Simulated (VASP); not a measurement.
SnO2:

```xyz
3
Lattice="3.0233 0.0000 0.0000 0.0000 4.9647 0.0000 0.0000 0.0000 5.9770" Properties=species:S:1:pos:R:3 pbc="T T T"
Sn    1.5116    2.4823    0.0000
O     0.0000    2.4823    4.6364
O     0.0000    2.4823    1.3405
```

The cell was built by a generator and needn't be a form met in nature.

```yaml
Program: VASP 6.6.1
Task: relaxation of cell and atoms
Functional: RPBE
Potentials_or_basis: VASP PAW PBE potentials, release 64 (Sn_d, O)
Cutoff: 600 eV
k_mesh: 9 × 6 × 5
Occupations: fermi-dirac, width 0.05 eV
Spin: no spin polarisation
```

At the start: pressure 1.8 GPa; volume 29.90 Å³/atom.

Question: How do energy, volume and symmetry change on relaxing?

Answer: Over 30 steps the energy falls by 16.7 meV/atom and the volume is 37.98 Å³/atom (+27.0 %); space group Pmmm (No. 47, to 0.05 Å).

Step by step:
| step | energy change (eV) | largest force (eV/Å) | pressure (GPa) | volume (Å³) |
| --- | --- | --- | --- | --- |
| 1 | 0.0000 | 0.3053 | 1.80 | 89.71 |
| 2 | 0.0284 | 0.7596 | -2.35 | 94.14 |
| 3 | -0.0121 | 0.1001 | 0.18 | 91.23 |
| 4 | -0.0121 | 0.0931 | 0.24 | 91.20 |
| 5 | -0.0140 | 0.0695 | 0.20 | 91.80 |
| 6 | -0.0187 | 0.0010 | 0.16 | 93.62 |
| 7 | -0.0230 | 0.1487 | 0.09 | 97.31 |
| 8 | -0.0238 | 0.1449 | 0.10 | 97.54 |
| 9 | -0.0260 | 0.1338 | 0.09 | 98.22 |
| 10 | -0.0302 | 0.1121 | 0.10 | 99.59 |
| 11 | -0.0374 | 0.0706 | 0.10 | 102.35 |
| 12 | -0.0467 | 0.0036 | 0.14 | 107.96 |
| 13 | -0.0402 | 0.1182 | 0.11 | 119.50 |
| 14 | -0.0488 | 0.0152 | 0.19 | 111.14 |
| 15 | -0.0489 | 0.0290 | 0.18 | 112.27 |
| 16 | -0.0495 | 0.0771 | -0.08 | 114.25 |
| 17 | -0.0495 | 0.0721 | -0.05 | 114.04 |
| 18 | -0.0498 | 0.0086 | 0.01 | 114.13 |
| 19 | -0.0498 | 0.0018 | 0.03 | 114.14 |
| 20 | -0.0498 | 0.0119 | 0.03 | 114.17 |
| 21 | -0.0498 | 0.0002 | 0.02 | 114.15 |
| 22 | -0.0498 | 0.0071 | -0.02 | 114.21 |
| 23 | -0.0498 | 0.0074 | -0.01 | 114.21 |
| 24 | -0.0498 | 0.0091 | -0.03 | 114.22 |
| 25 | -0.0498 | 0.0087 | -0.03 | 114.22 |
| 26 | -0.0499 | 0.0073 | -0.03 | 114.19 |
| 27 | -0.0500 | 0.0045 | -0.02 | 114.13 |
| 28 | -0.0501 | 0.0014 | -0.02 | 114.01 |
| 29 | -0.0501 | 0.0049 | 0.05 | 113.91 |
| 30 | -0.0501 | 0.0039 | 0.02 | 113.94 |

Final structure:
```
Sn O
1.0
     3.05131    0.00000    0.00000
     0.00000    5.70984    0.00000
     0.00000    0.00000    6.54002
Sn O
1 2
Direct
  0.50000 0.50000 0.00000
  0.00000 0.50000 0.79343
  0.00000 0.50000 0.20657
```

Caveat: the volume moved by over 15 % at a fixed basis, so the end points are rough; the PAW data sets were made with another functional, which shifts forces and pressure a little.
